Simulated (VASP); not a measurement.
Write the native input for VASP 6.6.1 that does the following.

```
Task                               : band structure
Functional                         : HSE06
Potentials or basis                : VASP PAW PBE potentials, release 64 (Si, C)
Cutoff                             : 520 eV
k mesh                             : 6 × 6 × 6
Occupations                        : gaussian, width 0.03 eV
Spin                               : no spin polarisation
Grid for exact exchange (PRECFOCK) : Fast
Screening parameter                : 0.2 1/A
Further INCAR settings             : ALGO = Normal; EDIFF = 1e-07
```

Crystal: SiC (Moissanite 3C).

```
Si C
1.0
     0.00000    2.17900    2.17900
     2.17900    0.00000    2.17900
     2.17900    2.17900    0.00000
Si C
1 1
Direct
  0.00000 0.00000 0.00000
  0.25000 0.25000 0.25000
```

These files were run (other wordings do the same):

POSCAR

```
SiC                                     
1.0
    0.0000000000      2.1790000000      2.1790000000
    2.1790000000      0.0000000000      2.1790000000
    2.1790000000      2.1790000000      0.0000000000
  Si              C             
     1     1
Direct
     0.0000000000000000    0.0000000000000000    0.0000000000000000
     0.2500000000000000    0.2500000000000000    0.2500000000000000
```

INCAR.step1

```
SYSTEM = SiC
PREC     = Accurate       ! precision mode
ENCUT    = 520            ! plane-wave cutoff, eV
EDIFF    = 1E-5           ! SCF threshold, eV
ISMEAR   = 0              ! smearing method
SIGMA    = 0.03           ! smearing width, eV
LREAL    = .False.        ! projectors in reciprocal space
LASPH    = .True.         ! aspherical terms in the spheres
NELM     = 80             ! most SCF steps
ALGO     = Normal         ! electronic algorithm
ISIF     = 2              ! what is computed and relaxed
LWAVE    = .True.         ! write WAVECAR
LCHARG   = .False.        ! write CHGCAR
KPAR     = 4            
GGA      = PE             ! functional
```

INCAR.step2

```
SYSTEM = SiC
PREC     = Accurate       ! precision mode
ENCUT    = 520            ! plane-wave cutoff, eV
EDIFF    = 1E-7           ! SCF threshold, eV
ISMEAR   = 0              ! smearing method
SIGMA    = 0.03           ! smearing width, eV
LREAL    = .False.        ! projectors in reciprocal space
LASPH    = .True.         ! aspherical terms in the spheres
NELM     = 80             ! most SCF steps
ALGO     = Normal         ! electronic algorithm
ISIF     = 2              ! what is computed and relaxed
LWAVE    = .False.        ! write WAVECAR
LCHARG   = .False.        ! write CHGCAR
GGA      = PE             ! functional
LHFCALC  = .True.         ! exact exchange
HFSCREEN = 0.2            ! screening, 1/A
PRECFOCK = Fast         
KPAR     = 4            
ISTART   = 1
```

KPOINTS

```
Automatic mesh
0
Gamma
  6 6 6
  0 0 0
```

KPOINTS_OPT

```
explicit points
6
Reciprocal
 0.0000000000  0.0000000000  0.0000000000 1
 0.3750000000  0.3750000000  0.7500000000 1
 0.5000000000  0.5000000000  0.5000000000 1
 0.6250000000  0.2500000000  0.6250000000 1
 0.5000000000  0.2500000000  0.7500000000 1
 0.5000000000  0.0000000000  0.5000000000 1
```

Potentials or basis: VASP PAW PBE potentials, release 64 (Si, C).

The run is started by

```bash
$ cat potpaw_PBE.64/Si/POTCAR potpaw_PBE.64/C/POTCAR > POTCAR
$ cp INCAR.step1 INCAR
$ mpirun -np 4 vasp_std > vasp.out
$ cp INCAR.step2 INCAR
$ mpirun -np 4 vasp_std > vasp.out
```

Results of the run:

The pressure is -1.8 GPa and the band gap on the k mesh is 2.25 eV, indirect (least direct gap 5.75 eV). The band gap along the path is 2.25 eV, indirect (least direct gap 5.75 eV).

Caveat: the PAW data sets were made with another functional, which shifts forces and pressure a little.

Run time: 44 s on 4 MPI ranks on Intel(R) Xeon(R) Platinum 8488C (Sapphire Rapids), on a shared host, peak memory 0.23 GiB a rank.
